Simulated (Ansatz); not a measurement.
Runs of Ansatz 0.2.0 on ScAl3. Symmetry: Pm-3m, No. 221, cubic system. Conventional cell: a = 4.088 Å, b = 4.088 Å, c = 4.088 Å, α = 90.00°, β = 90.00°, γ = 90.00°. Sc (site symmetry m-3m) is surrounded by 12 Al at 2.89 Å. Around Al (site symmetry 4/mmm) lie 4 Sc at 2.89 Å and 8 Al at 2.89 Å. The cell is a database's computed one.

| level | cutoff (eV) | gap on the mesh (eV) | pressure (GPa) |
| --- | --- | --- | --- |
| PBE0 | 420 | none | -0.2 |
| PBE | 420 | none | 1.4 |
| r2SCAN | 500 | none | -0.1 |
| LDA | 420 | none | (c) |
| BLYP | 420 | none | (a) |
| RPBE | 420 | none | (b) |
| PBEsol | 420 | none | -0.9 |
| revPBE | 420 | none | 2.9 |

Alike in all rows: task projected density of states; potentials or basis Ansatz PAW; no spin polarisation; cell as given; k mesh 4 × 4 × 4; smearing fermi-dirac 0.05 eV; the mesh is coarse, so values aren't converged.

Question: Estimate the missing entries.

Answer: (a) 4.1; (b) 3.4; (c) -3.4.

Caveats: all runs use coarse meshes; the density of states is complete only up to the lowest level of the last band computed; the PAW data sets come from PBE, with cores solved anew for the run's functional, which leaves a small shift of forces and pressure (some runs); the thresholds are loose for stress (some runs).

A gap of «none» marks a metal or a gap under the smearing width.
